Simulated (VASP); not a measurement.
Here is a VASP 6.6.1 calculation.

File INCAR:

```
SYSTEM = BN
ALGO = Normal
EDIFF = 1E-6
EDIFFG = -0.01
ENCUT = 600
GGA = PS
IBRION = 2
ISIF = 3
ISMEAR = 0
LASPH = .TRUE.
LATTICE_CONSTRAINTS = .TRUE. .TRUE. .FALSE.
LCHARG = .FALSE.
LREAL = .FALSE.
LWAVE = .FALSE.
NELM = 80
NSW = 90
PREC = Accurate
SIGMA = 0.03
```

Contents of KPOINTS:

```
k-points
0
G
  15 15 1
  0 0 0
```

Contents of POSCAR:

```
BN
1.0
    2.4982400000      0.0000000000      0.0000000000
   -1.2491200000      2.1635393000      0.0000000000
    0.0000000000      0.0000000000     18.0000000000
B N
1 1
Direct
    0.6666666700      0.3333333300      0.5000000000
    0.3333333300      0.6666666700      0.5000000000
```

Potentials or basis: VASP PAW PBE potentials, release 64 (B, N).

Run with:

```bash
$ cat potpaw_PBE.64/B/POTCAR potpaw_PBE.64/N/POTCAR > POTCAR
$ mpirun -np 1 vasp_std > vasp.out
```

**Question.** Estimate the relaxed volume.

**Answer.** 48.89 Å³/atom.

**Question.** Predict the band gap on the k mesh.

**Answer.** 4.63 eV, direct.

**Question.** Predict the relaxed cell.

**Answer.** a = 2.504 Å, b = 2.504 Å, c = 18.000 Å, α = 90.00°, β = 90.00°, γ = 120.00°.

Final structure:
```
B N
1.0
     2.50442    0.00000    0.00000
    -1.25221    2.16889    0.00000
     0.00000    0.00000   18.00000
B N
1 1
Direct
  0.66667 0.33333 0.50000
  0.33333 0.66667 0.50000
```

Caveat: the PAW data sets were made with another functional, which shifts forces and pressure a little. Zero-point motion and thermal expansion aren't in these numbers.
